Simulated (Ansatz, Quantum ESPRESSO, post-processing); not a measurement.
# Screening and band shifts of blue phosphorene, 1 layer, part 2 of 2

Aim: how blue phosphorene, 1 layer screens a field along its normal, and what the field does to its bands.

Quantum ESPRESSO 7.5; plane-wave DFT, PBE, GBRV ultrasoft pseudopotentials; geometry and cross-check by Ansatz 0.2.0 with PAW datasets.

So far. Step 13 (Bands along a path: field 0.4 V/Å): Along this path the valence top lies between K and Γ and the conduction bottom between Γ and M. Step 14 (Valence density): The density integrates to 10.000 electrons, as the 10 of the input ask.

## Step 17: Polarisability from the dipole between 0 and 0.1 V/A

Numbers from this step:

* change of slope in the vacuum: 0.09999 eV/Å
* polarisability a cell: 2.776 Å³
* sheet polarisability 4πα/A: 3.746 Å

Table of change of the potential energy, second field less first by z:

```
z (Å)  change of the potential energy, second field less first (eV)
    0                                                        -0.361
    1                                                        -0.624
    2                                                        -0.524
    3                                                        -0.424
    4                                                        -0.324
    5                                                        -0.224
    6                                                        -0.127
    7                                                       -0.0432
    8                                                      -0.00541
    9                                                        2.5e-4
   10                                                       0.00279
   11                                                        0.0295
   12                                                         0.106
   13                                                         0.202
   14                                                         0.302
   15                                                         0.402
   16                                                         0.502
   17                                                         0.602
   18                                                        0.0913
```

## Step 18: Dipole against field

The dipole along the normal, dipole moment by applied field:

```
applied field (V/Å)  dipole along the normal, dipole moment (e·Å)
              0.000                                             0
              0.100                                        0.0193
              0.200                                        0.0386
              0.400                                        0.0772
```

## Step 19: The same in Ansatz: field 0.1 V/Å

A second code with its own PAW datasets, on the same atoms.

Level of this step: plane-wave DFT, PBE, Ansatz PAW (Ansatz 0.2.0).

Contents of input.yaml:

```yaml
crystal:
  lattice:
    - [3.279559824, 0.0, 0.0]
    - [-1.639779912, 2.8401821208, 0.0]
    - [0.0, 0.0, 18.24]
  atoms:
    - { symbol: P, position: [0.6666666667, 0.3333333333, 0.4659560672] }
    - { symbol: P, position: [0.3333333333, 0.6666666667, 0.5340439328] }
kpoints:
  mp_grid: { grid: [12, 12, 1] }
hamiltonian:
  xc: pbe
scf:
  occupations: { method: fermi_dirac, width: 0.054 }
  convergence: { dr2_threshold: 1.0e-09 }
efield:
  axis: 3
  dipole_correction: true
  ramp_position: 0.97
  ramp_width: 0.04
  amplitude: 0.1
output:
  write_potential: true
  write_density: true
  volumetric_format: npy
```

On the command line:

```sh
$ ansatz run input.yaml --threads 2 --pin off --max-ram 4096MiB --backend cpu --events-out ev --progress --plain --runs-dir out
```

Elapsed: 2.9 s, on 2 threads of Arm Neoverse V1, shared host; peak memory 0.35 GiB.

Numbers from this step:

* free energy: -1511.3245 eV
* Fermi energy: -2.386 eV
* dipole along the normal: 0.01929 e·Å

At 0.1 V/Å Ansatz's dipole is 0.0193 e Å against 0.0193 from pw.x.

## Step 20: Cross-check with Ansatz: field -0.1 V/Å

input.yaml, as its differences from the input of step 19:

```diff
@@ -20,3 +20,3 @@
   ramp_width: 0.04
-  amplitude: 0.1
+  amplitude: -0.1
 output:
```

Elapsed: 2.8 s, on 2 threads; peak memory 0.35 GiB; 5.5 s of CPU time.

This step gave:

```
Fermi energy            : -2.415 eV
dipole along the normal : -0.01929 e·Å
```

## Step 21: Dipole against field, Ansatz

Dipole along the normal, dipole moment against applied field:

```
applied field (V/Å)  dipole along the normal, dipole moment (e·Å)
            -0.1000                                       -0.0193
             0.0000                                        3.8e-5
             0.1000                                        0.0193
```

## Step 22: Ground state, with smearing = gaussian and degauss = 0.01

How much does a setting matter? One run is repeated with a change.

Level of this step: plane-wave DFT, PBE, GBRV ultrasoft pseudopotentials (Quantum ESPRESSO 7.5).

Contents of f1.w0.in:

```
&control
  prefix = 'f1.w0'
  outdir = './out'
  pseudo_dir = './pseudo'
  calculation = 'scf'
  tprnfor = .true.
  tefield = .true.
  dipfield = .true.
/
&system
  ibrav = 0
  nat = 2
  ntyp = 1
  ecutwfc = 40
  ecutrho = 200
  occupations = 'smearing'
  smearing = 'gaussian'
  degauss = 0.01
  edir = 3
  emaxpos = 0.97
  eopreg = 0.04
  eamp = 0.00194469
/
&electrons
  conv_thr = 1e-09
  mixing_beta = 0.4
  electron_maxstep = 120
  mixing_mode = 'plain'
/
ATOMIC_SPECIES
  P   30.9738  p_pbe_v1.5.uspp.F.UPF
CELL_PARAMETERS angstrom
  3.27955982395267 0.00000000000000 -0.00000000000000
  -1.63977991197633 2.84018212077383 0.00000000000000
  -0.00000000000000 0.00000000000000 18.24000000000000
ATOMIC_POSITIONS crystal
  P   0.666666666667 0.333333333333 0.465956067227
  P   0.333333333333 0.666666666667 0.534043932773
K_POINTS automatic
  12 12 1 0 0 0
```

On the command line:

```sh
$ OMP_NUM_THREADS=1 mpirun -n 2 pw.x -nk 2 -in f1.w0.in > f1.w0.out
```

Run time: 30 s. Hardware: 2 MPI ranks; peak memory 0.2 GiB.

Beside the run it was changed from:

```
                     quantity   this run  unchanged run  difference
dipole along the normal (e·Å)    0.01924        0.01928     -4.2e-5
             free energy (eV)  -422.2179      -422.2179           0
                wall time (s)         30             30            
               SCF iterations          9              7
```

The free energy moves by +0 meV an atom.

This run starts from superposed atoms, the unchanged one from a saved density, so their iteration counts don't compare.

The physical values in this table move by up to 0.22 %.

## Step 23: A check by hand

α = Δp/E = (0.01928 − (0.00000)) e Å / 0.1 V/Å = 0.1928 e Å²/V; times e/(4πε₀) = 14.40 V Å this is 2.776 Å³. With A = 9.315 Å², 4πα/A = 3.745 Å.

## Step 24: What came out

- polarisability along the normal, a cell: 2.78 Å³
- sheet polarisability 4πα/A: 3.75 Å
- dipole without a field: 0 e·Å
- Kohn-Sham ionisation potential, upper face: 6.17 eV
- gap along the path at 0 V/Å: 1.93 eV
- gap along the path at 0.2 V/Å: 1.93 eV
- gap along the path at 0.4 V/Å: 1.93 eV

What this shows: The sheet answers a field with a polarisability of 2.78 Å³ a cell, or 4πα/A = 3.75 Å (PBE, GBRV ultrasoft). In pw.x the dipole follows the field linearly over the range tried. A perfect conductor 3.75 Å thick would screen alike; the outer atoms lie 1.24 Å apart. At 0.1 V/Å the sheet takes 0.375 eV off the potential drop. At 0.2 V/Å the gap along the path is unchanged within 0.01 eV. Quantum ESPRESSO and Ansatz give 2.776 and 2.777 Å³ for the polarisability (pw.x from 0 and 0.1 V/Å, Ansatz from ±0.1 V/Å), which agree. The ions stay at their zero-field places, so this is the electrons' response alone. Semilocal gaps are too small, and in strong fields empty levels can belong to the vacuum.

[Logs are printed without paths, hosts, clocks, repeated set-up lines and the standing remarks that a program may print on its own settings, such as how far it seeks lower states.]

[Hosts, paths, dates, database ids (printed as entryN), source tags and the programs' standing remarks are cut or masked in the printed files.]

[Maps of the electrostatic potential energy from Ansatz leave out the sawtooth potential of an applied field or a dipole correction, so their vacuum need not be flat; planar profiles and work functions include it.]
